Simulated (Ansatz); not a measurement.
## CuAu3 under changes of volume

One of the cells (15.761 Å³/atom); the others are scaled copies at fixed shape and fractional positions:

```
Au Cu
1.0
     3.98000    0.00000    0.00000
     0.00000    3.98000    0.00000
     0.00000    0.00000    3.98000
Au Cu
3 1
Direct
  0.50000 0.50000 0.00000
  0.50000 0.00000 0.50000
  0.00000 0.50000 0.50000
  0.00000 0.00000 0.00000
```

| Quantity | Value |
| --- | --- |
| Program | Ansatz 0.2.0 |
| Functional | PBEsol |
| Potentials or basis | all-electron LAPW, scalar-relativistic |
| Cutoff | 244 eV (chosen from the basis error) |
| Basis error allowed | 0.002 eV/atom |
| k mesh | 7 × 7 × 7 |
| Occupations | fermi-dirac, width 0.05 eV |
| Spin | no spin polarisation |

| volume (Å³/atom) | energy over the lowest point (meV/atom) | pressure (GPa) |
| --- | --- | --- |
| 14.816 | ? | ? |
| 15.131 | 10.50 | 6.8 |
| 15.446 | 1.44 | 2.6 |
| 15.761 | 0.00 | -1.0 |
| 16.076 | 5.24 | -4.2 |
| 16.392 | 16.32 | -6.9 |
| 16.707 | 32.47 | -9.3 |

Question: What does the run at 14.816 Å³/atom give?

Answer: Energy over the lowest point 28.27 meV/atom; pressure 11.5 GPa.

Worked out: A Birch-Murnaghan fit of order 3 (a polynomial in V^(-2/3)) to the other rows has its minimum at 15.67 Å³/atom with B0 = V·E''(V) = 175 GPa and B' = 5.7. It gives 28.28 meV/atom at 14.816 Å³/atom, against the run's 28.27, and -dE/dV = 11.5 GPa, against 11.5.

Energies are extrapolated to zero smearing.
